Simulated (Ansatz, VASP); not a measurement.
## One calculation of In3As, two programs

Contents of INCAR:

```
PREC = Accurate
ENCUT = 520
EDIFF = 1E-6
ISMEAR = -1
SIGMA = 0.05
LREAL = F
LASPH = T
NELM = 80
ALGO = Normal
ISIF = 2
LWAVE = F
LCHARG = F
GGA = PS
NBANDS = 30
```

Contents of KPOINTS:

```
regular mesh
0
Gamma
  6 6 6
```

The input POSCAR:

```
In3As
1.0
    4.5763138120      0.0000000000      0.0000000000
    0.0000000000      4.5763138120      0.0000000000
    0.0000000000      0.0000000000      4.5763138120
In As
3 1
Direct
    0.5000000000      0.5000000000      0.0000000000
    0.5000000000      0.0000000000      0.5000000000
    0.0000000000      0.5000000000      0.5000000000
    0.0000000000      0.0000000000      0.0000000000
```

Contents of input.yaml:

```yaml
crystal:
  lattice:
    - [4.576313812, 0.0, 0.0]
    - [0.0, 4.576313812, 0.0]
    - [0.0, 0.0, 4.576313812]
  atoms:
    - { symbol: In, position: [0.5, 0.5, 0.0] }
    - { symbol: In, position: [0.5, 0.0, 0.5] }
    - { symbol: In, position: [0.0, 0.5, 0.5] }
    - { symbol: As, position: [0.0, 0.0, 0.0] }
hamiltonian:
  xc: pbesol
  pseudopotentials: { kind: paw }
kpoints:
  mp_grid: { grid: [6, 6, 6] }
scf:
  occupations: { method: fermi_dirac, width: 0.05 }
output:
  forces: true
  stress: true
  eigenvalues: true
  write_density: true
  write_potential: true
  elf: true
  volumetric_format: npy
```

The cell comes from a database or a generator and needn't be the stable form of this composition.

Alike in both runs: task single point; functional PBEsol; k mesh 6 × 6 × 6; occupations fermi-dirac, width 0.05 eV; no spin polarisation.

|  | VASP | Ansatz |
| --- | --- | --- |
| version | VASP 6.6.1 | Ansatz 0.2.0 |
| potentials or method | VASP PAW PBE potentials, release 64 (In_d, As) | Ansatz PAW |
| plane-wave cutoff (eV) | 520 | 420 |
| valence electrons in the cell | 44 | 54 |

```csv
,VASP,Ansatz,Ansatz less VASP
gap on the k mesh at the Fermi level (eV),none,none,-
pressure (GPa),0.4,0.4,+0.01
```

A gap of «none» marks a metal or a gap that the smearing closes. The two sets of potentials don't hold the same shells in valence.

Caveats: the PAW data sets were made with another functional, which shifts forces and pressure a little (VASP); the PAW data sets come from PBE, with cores solved anew for the run's functional, which leaves a small shift of forces and pressure (Ansatz).
